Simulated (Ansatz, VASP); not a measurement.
Given: the input of a run of VASP 6.6.1 on TaAs. Atoms were shifted at random by some hundredths of an Å from the given cell, which wasn't relaxed again for these runs. The cell is a database's computed one, not the measured one.

The input INCAR:

```
SYSTEM = TaAs
PREC     = Accurate       ! precision mode
ENCUT    = 520            ! plane-wave cutoff, eV
EDIFF    = 1E-7           ! SCF threshold, eV
ISMEAR   = -1             ! smearing method
SIGMA    = 0.05           ! smearing width, eV
LREAL    = .FALSE.        ! projectors in reciprocal space
LASPH    = .TRUE.         ! aspherical terms in the spheres
NELM     = 60             ! most SCF steps
ALGO     = Normal         ! electronic algorithm
ISIF     = 2              ! what is computed and relaxed
LWAVE    = .FALSE.        ! write WAVECAR
LCHARG   = .FALSE.        ! write CHGCAR
GGA      = PE             ! functional
NBANDS   = 24             ! bands
```

Contents of KPOINTS:

```
regular mesh
0
G
  11 11 11
  0 0 0
```

The input POSCAR:

```
TaAs
1.0
   -1.7218133622      1.7218133622      5.8679415361
    1.7218133622     -1.7218133622      5.8679415361
    1.7218133622      1.7218133622     -5.8679415361
Ta As
2 2
Direct
    0.4936280000      0.4864280000     -0.0155190000
    0.2412130000      0.7492350000      0.4944120000
    0.0873090000      0.0729900000     -0.0013210000
    0.8254400000      0.3228480000      0.4874140000
```

Potentials or basis: VASP PAW PBE potentials, release 64 (Ta_pv, As).

Command:

```console
$ cat potpaw_PBE.64/Ta_pv/POTCAR potpaw_PBE.64/As/POTCAR > POTCAR
$ mpirun -np 1 vasp_std > vasp.out
```

Q: What does the same run look like in Ansatz 0.2.0? Potentials or basis there: Ansatz PAW (earlier soft set), cutoff 420 eV.

A: As run (cutoffs and basis follow the program's own potentials, and thresholds, step limits or extra output files can differ):

File input.yaml:

```yaml
crystal:
  lattice:
    - [-1.7218133622, 1.7218133622, 5.8679415361]
    - [1.7218133622, -1.7218133622, 5.8679415361]
    - [1.7218133622, 1.7218133622, -5.8679415361]
  atoms:
    - { symbol: Ta, position: [0.493628, 0.486428, -0.015519] }
    - { symbol: Ta, position: [0.241213, 0.749235, 0.494412] }
    - { symbol: As, position: [0.087309, 0.07299, -0.001321] }
    - { symbol: As, position: [0.82544, 0.322848, 0.487414] }
hamiltonian:
  xc: pbe
  pseudopotentials: { kind: paw, azcp: { folder: soft_1 } }
kpoints:
  mp_grid: { grid: [11, 11, 11] }
scf:
  occupations: { method: fermi_dirac, width: 0.05 }
output:
  forces: true
  stress: true
  eigenvalues: true
```

Potentials or basis: Ansatz PAW soft_1.

Command:

```sh
$ ansatz run input.yaml --threads 1 --pin off --max-ram 3584MiB --backend cpu --events-out ev --progress --plain --runs-dir out
```

Both were run:

|  | VASP | Ansatz |
| --- | --- | --- |
| Pressure | 2.7 GPa | 2.3 GPa |
| Largest force | 0.526 eV/Å | 0.523 eV/Å |

Ansatz's pressure holds a Pulay term of +0.04 GPa for its cutoff of 420 eV, which the other run lacks.

The potentials hold 32 and 56 valence electrons a cell.

Where Ansatz's input types no cutoff or centring, it takes its own default and a Γ-centred mesh.

Pressure is positive in compression.
